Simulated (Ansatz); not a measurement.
Relaxed BaSnO$_{3}$ (cubic perovskite):

```yaml
crystal:
  lattice:
    - [4.13130, 0.00000, 0.00000]
    - [0.00000, 4.13130, 0.00000]
    - [0.00000, 0.00000, 4.13130]
  atoms:
    - { symbol: Ba, position: [0.00000, 0.00000, 0.00000] }
    - { symbol: Sn, position: [0.50000, 0.50000, 0.50000] }
    - { symbol: O, position: [0.00000, 0.50000, 0.50000] }
    - { symbol: O, position: [0.50000, 0.50000, 0.00000] }
    - { symbol: O, position: [0.50000, 0.00000, 0.50000] }
```

Computed with r2SCAN (plane waves to 500 eV, PAW, scalar-relativistic; Ansatz, a first-principles code). k mesh 7×7×7 (Γ-centred), Fermi-Dirac smearing 0.05 eV. BaSnO3 was relaxed with its symmetry unable to fall.

One atom of the cell was then moved (with its periodic images), all else fixed, and the forces (eV/Å) came out as:

```
atom     Fx     Fy      Fz
----  -----  -----  ------
Ba1   0.000  0.000   0.429
Sn2   0.000  0.000  -2.421
O3    0.000  0.000   0.075
O4    0.000  0.000   1.842
O5    0.000  0.000   0.075
```

Q: Which atom was moved, and by which vector (Å)?

A: Sn2, by (0.00, 0.00, 0.12), 0.12 Å in all.

(For displaced atoms, the force is minus the slope of the energy, and its curvature is a force constant, which sets phonon frequencies.)
